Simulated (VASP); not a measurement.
A run of VASP 6.6.1 is set up as follows.

INCAR

```
PREC = Accurate
ENCUT = 520
EDIFF = 1E-7
ISMEAR = 0
SIGMA = 0.15
LREAL = F
LASPH = T
NELM = 100
ALGO = Normal
ISIF = 2
LWAVE = F
LCHARG = F
GGA = PS
NBANDS = 10
```

File KPOINTS:

```
regular mesh
0
Gamma
  21 21 12
```

File POSCAR:

```
Al
1.0
    2.7245079212      0.0000000000      0.0000000000
   -1.3622539606      2.3594930726      0.0000000000
    0.0000000000      0.0000000000      5.1861262460
Al
2
Direct
    0.6666666667      0.3333333333      0.7500000000
    0.3333333333      0.6666666667      0.2500000000
```

Potentials or basis: VASP PAW PBE potentials, release 64 (Al).

Launch:

```console
$ cat potpaw_PBE.64/Al/POTCAR > POTCAR
$ mpirun -np 1 vasp_std > vasp.out
```

Problem. What does it give for the pressure?

Solution. 0.6 GPa.

Problem. What does it give for the band gap on the k mesh?

Solution. None (metal or under the smearing width).

Stress tensor (GPa, compression positive):
```
 3.93  0.00  0.00
 0.00  3.93  0.00
 0.00  0.00 -5.96
```

Caveat: the PAW data sets were made with another functional, which shifts forces and pressure a little.
